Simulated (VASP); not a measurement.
Wanted: the native input for a VASP 6.6.1 run.

- Task: single point
- Functional: PBE
- Potentials or basis: VASP PAW PBE potentials, release 64 (Hf_pv)
- Cutoff: 520 eV
- k mesh: 10 × 10 × 5
- Occupations: fermi-dirac, width 0.05 eV
- Spin: no spin polarisation
- Further INCAR settings: ALGO = Normal; EDIFF = 1e-07; NBANDS = 17

The structure of Hf lies in POSCAR:

```
Hf
1.0
    3.1967000000      0.0000000000      0.0000000000
   -1.5983500000      2.7684234083      0.0000000000
    0.0000000000      0.0000000000      5.0578000000
Hf
2
Direct
    0.6666666667      0.3333333333      0.7500000000
    0.3333333333      0.6666666667      0.2500000000
```

One way to write it, as run:

INCAR

```
PREC     = Accurate       # precision mode
ENCUT    = 520            # plane-wave cutoff, eV
EDIFF    = 1E-7           # SCF threshold, eV
ISMEAR   = -1             # smearing method
SIGMA    = 0.05           # smearing width, eV
LREAL    = False          # projectors in reciprocal space
LASPH    = True           # aspherical terms in the spheres
NELM     = 60             # most SCF steps
ALGO     = Normal         # electronic algorithm
ISIF     = 2              # what is computed and relaxed
LWAVE    = False          # write WAVECAR
LCHARG   = False          # write CHGCAR
GGA      = PE             # functional
NBANDS   = 17             # bands
```

KPOINTS

```
Automatic mesh
0
Gamma
  10 10 5
```

Potentials or basis: VASP PAW PBE potentials, release 64 (Hf_pv).

Command:

```console
$ cat potpaw_PBE.64/Hf_pv/POTCAR > POTCAR
$ mpirun -np 1 vasp_std > vasp.out
```

It gave:

| Item | Value |
| --- | --- |
| Pressure | 0.2 GPa |
| Band gap on the k mesh | none (metal or under the smearing width) |

Wall time 19 s on 1 thread of Intel(R) Xeon(R) Platinum 8488C (Sapphire Rapids), on a shared host, peak memory 0.16 GiB.
